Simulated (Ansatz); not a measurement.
# TiTe2: how the settings move a single-point run

How sensitive is a single-point run of TiTe2 to its settings? A reference run comes first, then six runs with altered input. The cell is built on a prototype (CdCl2 type) and needn't be the phase found in nature.

Method: reference: DFT, HSE06, plane waves, PAW, in Ansatz 0.2.0.

2 further runs of the same task are left out: 2 that didn't finish.

### Step 1. The starting structure

Symmetry: R-3m, No. 166, trigonal system. Conventional cell: a = 3.775 Å, b = 3.775 Å, c = 20.606 Å, α = 90.00°, β = 90.00°, γ = 120.00°. Ti (site symmetry -3m) is surrounded by 6 Te at 2.77 Å. Around Te (site symmetry 3m) lie 3 Ti at 2.77 Å.

As a file:

```cif
data_structure
_symmetry_space_group_name_H-M 'P 1'
_symmetry_Int_Tables_number 1
_cell_length_a 7.2062
_cell_length_b 7.2062
_cell_length_c 7.2062
_cell_angle_alpha 30.372
_cell_angle_beta 30.372
_cell_angle_gamma 30.372
_cell_volume 84.78
loop_
_atom_site_label
_atom_site_type_symbol
_atom_site_fract_x
_atom_site_fract_y
_atom_site_fract_z
_atom_site_occupancy
Ti1 Ti 0.00000 0.00000 0.00000 1
Te1 Te 0.25060 0.25060 0.25060 1
Te2 Te 0.74940 0.74940 0.74940 1
```

### Step 2. Baseline

Contents of input.yaml:

```yaml
crystal:
  lattice:
    - [1.8876707345, 1.0898472067, 6.8686281622]
    - [-1.8876707345, 1.0898472067, 6.8686281622]
    - [0.0, -2.1796944134, 6.8686281622]
  atoms:
    - { symbol: Ti, position: [0.0, 0.0, 0.0] }
    - { symbol: Te, position: [0.2506047259, 0.2506047259, 0.2506047259] }
    - { symbol: Te, position: [0.7493952741, 0.7493952741, 0.7493952741] }
kpoints:
  mp_grid: { grid: [4, 4, 4] }
hamiltonian:
  xc: hse06
scf:
  occupations: { method: fermi_dirac, width: 0.02 }
  n_extra_bands: 4
output:
  forces: true
  stress: true
  eigenvalues: true
```

Run with:

```sh
> ansatz run input.yaml --threads 4 --pin off --max-ram 3686MiB --backend cpu --events-out ev --progress --plain --runs-dir out
```

### Step 3. Variant: mp_grid.grid [6, 6, 6], xc pbesol, accuracy low

Changes to input.yaml since step 2:

```diff
@@ -10,5 +10,5 @@
 kpoints:
-  mp_grid: { grid: [4, 4, 4] }
+  mp_grid: { grid: [6, 6, 6] }
 hamiltonian:
-  xc: hse06
+  xc: pbesol
 scf:
@@ -20 +20,2 @@
   eigenvalues: true
+accuracy: low
```

### Step 4. Changing settings: exchange pbe, correlation pbe, coeff 0.15, omega 0.5

Changes to input.yaml since step 2:

```diff
@@ -12,3 +12,3 @@
 hamiltonian:
-  xc: hse06
+  xc: { exchange: pbe, correlation: pbe, exx: { coeff: 0.15, omega: 0.5 } }
 scf:
```

### Step 5. Changed: exchange pbe, correlation pbe, coeff 0.05, omega 0.2078

Changes to input.yaml since step 2:

```diff
@@ -12,3 +12,6 @@
 hamiltonian:
-  xc: hse06
+  xc:
+    exchange: pbe
+    correlation: pbe
+    exx: { coeff: 0.05, omega: 0.2078 }
 scf:
```

### Step 6. Changed: exchange pbe, correlation pbe, coeff 0.75, omega 0.1

Changes to input.yaml since step 2:

```diff
@@ -12,3 +12,3 @@
 hamiltonian:
-  xc: hse06
+  xc: { exchange: pbe, correlation: pbe, exx: { coeff: 0.75, omega: 0.1 } }
 scf:
```

### Step 7. Variant: exchange pbe, correlation pbe, coeff 1.0, omega 0.2078

Changes to input.yaml since step 2:

```diff
@@ -12,3 +12,6 @@
 hamiltonian:
-  xc: hse06
+  xc:
+    exchange: pbe
+    correlation: pbe
+    exx: { coeff: 1.0, omega: 0.2078 }
 scf:
```

### Step 8. Changing settings: occupations.method cold, occupations.width 0.5

Changes to input.yaml since step 2:

```diff
@@ -14,3 +14,3 @@
 scf:
-  occupations: { method: fermi_dirac, width: 0.02 }
+  occupations: { method: cold, width: 0.5 }
   n_extra_bands: 4
```

Before running it: what results should come out? Wanted: for each run, ending; energy change; pressure; gap; force.

The runs gave:

| run | ending | energy change | pressure (GPa) | gap (eV) | force (eV/Å) | cycles | time |
| --- | --- | --- | --- | --- | --- | --- | --- |
| reference | converged | 0 | -0.4 | 0.00 | 0.10 | 29 | 19 s |
| 1: mp_grid.grid [6, 6, 6], xc pbesol, accuracy low | converged | not comparable | -1.9 | 0.00 | 0.09 | 8 | 1.6 s |
| 2: exchange pbe, correlation pbe, coeff 0.15, omega 0.5 | converged | not comparable | 0.5 | 0.00 | 0.07 | 29 | 19 s |
| 3: exchange pbe, correlation pbe, coeff 0.05, omega 0.2078 | converged | not comparable | 0.7 | 0.00 | 0.12 | 21 | 18 s |
| 4: exchange pbe, correlation pbe, coeff 0.75, omega 0.1 | converged | not comparable | -0.4 | 1.23 | 0.78 | 109 | 49 s |
| 5: exchange pbe, correlation pbe, coeff 1.0, omega 0.2078 | converged | not comparable | -1.1 | 1.22 | 0.96 | 59 | 34 s |
| 6: occupations.method cold, occupations.width 0.5 | converged | -5.8 meV/atom (σ→0) | -0.2 | 0.00 | 0.17 | 29 | 20 s |

Residual by cycle in the longest SCF loop of each run; runs are numbered as in the table. The quantity is the density residual dr2, in eV.

| cycle | reference | run 1 | run 2 | run 3 | run 4 | run 5 | run 6 |
| --- | --- | --- | --- | --- | --- | --- | --- |
| 1 | 1.17 | 0.126 | 0.471 | 0.122 | 6.4e-5 | 9.5e-4 | 0.0806 |
| 2 | 7.32 | 0.268 | 4.99 | 1.4 | 3.7e-5 | 2.7e-4 | 0.0273 |
| 3 | 0.0794 | 0.0173 | 0.0259 | 0.00106 | 3.0e-5 | 2.3e-4 | 0.00105 |
| 4 | 0.0424 | 3.9e-4 | 0.0135 | 2.5e-4 | 1.2e-5 | 7.8e-5 | 5.2e-5 |
| 5 | 0.0039 | 8.0e-5 | 4.1e-4 | 2.3e-5 | 1.0e-5 | 7.2e-5 | 5.8e-6 |
| 6 | 0.00373 | 4.7e-6 | 7.2e-4 | 2.6e-6 | 5.2e-6 | 2.6e-5 | 1.0e-6 |
| 8 | 2.5e-4 | 2.6e-9 | 3.4e-5 | 1.4e-7 | 1.8e-6 | 6.1e-6 | 1.4e-7 |
| 9 | 1.4e-4 | - | 7.4e-6 | 1.5e-8 | 1.3e-6 | 3.8e-6 | 2.5e-8 |
| 10 | 2.6e-5 | - | 3.3e-5 | - | 8.3e-8 | 4.2e-7 | 4.7e-9 |
| 11 | 8.7e-6 | - | 4.5e-7 | - | 8.5e-9 | - | 5.4e-10 |
| 12 | - | - | - | - | 1.3e-9 | - | - |
| 13 | - | - | - | - | 1.4e-10 | - | - |

What this shows: «occupations.method cold, occupations.width 0.5» moves the energy by -5.8 meV/atom. Of the variants the dearest is «exchange pbe, correlation pbe, coeff 0.75, omega 0.1» (49 s), the cheapest «mp_grid.grid [6, 6, 6], xc pbesol, accuracy low» (1.6 s), on a shared host. The reference leaves spin out although Ti can carry a moment, so its state need not be the lowest.
